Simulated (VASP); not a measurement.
Crystal: ZnSe (Stilleite).

```
Zn Se
1.0
     0.00000    2.82066    2.82066
     2.82066    0.00000    2.82066
     2.82066    2.82066    0.00000
Zn Se
1 1
Direct
  0.00000 0.00000 0.00000
  0.25000 0.25000 0.25000
```

Base run:

| Item | Value |
| --- | --- |
| Program | VASP 6.6.1 |
| Functional | TB-mBJ |
| Potentials or basis | VASP PAW PBE potentials, release 64 (Zn, Se) |
| Cutoff | 520 eV |
| k mesh | 8 × 8 × 8 |
| Occupations | gaussian, width 0.03 eV |
| Spin | no spin polarisation |

Its results: band gap on the k mesh 2.82 eV, direct.

Task: The run is repeated on the same cell with these changes: functional from TB-mBJ to r2SCAN. What comes out?

Result: Band gap on the k mesh 1.93 eV, direct.
